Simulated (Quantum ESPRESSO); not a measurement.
# Al under changes of volume

One of the cells (16.669 Å³/atom); the others are scaled copies at fixed shape and fractional positions:

```
CELL_PARAMETERS angstrom
2.81246 0.00000 0.00000
-1.40623 2.43566 0.00000
0.00000 0.00000 4.86685
ATOMIC_POSITIONS crystal
Al 0.33333 0.66667 0.25000
Al 0.66667 0.33333 0.75000
```

This isn't the form of Al at room conditions, which is fcc.

* Program: Quantum ESPRESSO 7.5
* Functional: r2SCAN
* Potentials or basis: SG15 PBE 1.2
* Cutoff: 1020 eV
* Density cutoff: 4082 eV
* k mesh: 8 × 8 × 4
* Occupations: fermi-dirac, width 0.05 eV
* Spin: no spin polarisation

```csv
volume (Å³/atom),energy over the lowest point (meV/atom),pressure (GPa)
15.669,?,?
16.003,0.69,1.3
16.336,0.00,-0.6
16.669,3.06,-2.2
17.003,9.44,-3.7
17.336,18.68,-5.0
17.670,30.37,-6.1
```

**Question.** What does the run at 15.669 Å³/atom give?

**Answer.** Energy over the lowest point 5.61 meV/atom; pressure 3.5 GPa.

Worked out: A Birch-Murnaghan fit of order 3 (a polynomial in V^(-2/3)) to the other rows has its minimum at 16.23 Å³/atom with B0 = V·E''(V) = 93 GPa and B' = 5.9 at fixed shape and positions, which overstates the stiffness. It gives 5.78 meV/atom at 15.669 Å³/atom, against the run's 5.61, and -dE/dV = 3.6 GPa, against 3.5.

Energies are extrapolated to zero smearing.

Caveats: the potentials were made for another functional, which shifts forces and pressure.
